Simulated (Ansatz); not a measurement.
Input deck for Ansatz 0.2.0, then the block of the output on the nuclei.

The start is a COD entry.

```yaml
crystal:
  lattice:
    - [0.0, 2.6825, 2.6825]
    - [2.6825, 0.0, 2.6825]
    - [2.6825, 2.6825, 0.0]
  atoms:
    - { symbol: Co, position: [0.0, 0.0, 0.0], spin: 2.0 }
    - { symbol: Si, position: [0.25, 0.25, 0.25] }
    - { symbol: Si, position: [0.75, 0.75, 0.75] }
magnetization:
  spin_polarized: true
kpoints:
  mp_grid: { grid: [15, 15, 15] }
scf:
  occupations: { method: fermi_dirac, width: 0.05 }
hamiltonian:
  xc: pbe
  pseudopotentials: { kind: paw }
output:
  forces: true
  stress: true
  populations: true
  efg: { quadrupole_moments_barn: { Co: 0.42 }, contact_densities: true }
  write_density: true
  write_potential: true
  elf: true
  volumetric_format: npy
relax:
  f_tol: 0.02
  max_steps: 60
```

```sh
ansatz run input.yaml --threads 1 --pin off --max-ram 3072MiB --backend cpu --events-out ev --progress --plain --runs-dir out
```

The run relaxes the ions first, and the block belongs to the relaxed positions.

Of the output, the block on the nuclei alone is shown; the set-up, the SCF iterations, energies, forces and stress are cut. One atom of each set with nearly equal values is shown.

```
--- PAW observables at the nuclei: V_zz in 10²¹ V/m², potentials from the cell's mean, atoms counted from 1 ---
  atom   1  Co V_zz =    -0.000000   η = 0.0000   by run symmetry: forbidden   C_q = -0.0000 MHz
            electrostatic potential = -3388.313917 V   contact ρ = 114698.833038 e/Å³   contact ρ_s (e/Å³): all electrons +0.000001, valence +0.000000
  atom   2  Si V_zz =    -0.000000   η = 0.0000   by run symmetry: forbidden
            electrostatic potential = -1364.284289 V   contact ρ = 12809.005786 e/Å³   contact ρ_s (e/Å³): all electrons +0.000000, valence +0.000000
```

The relaxation (1 step) took 27 s of wall time (27 s of CPU time) and 0.54 GiB at its peak, on 1 thread of Intel Xeon Platinum 8259CL CPU @ 2.50GHz (Skylake/Cascade Lake) (x86_64; 16 cores open to the job, memory cap 3.0 GiB, no GPU), a shared host with a load of 0.7 a core.

The start moments die out, and the run ends without spin.
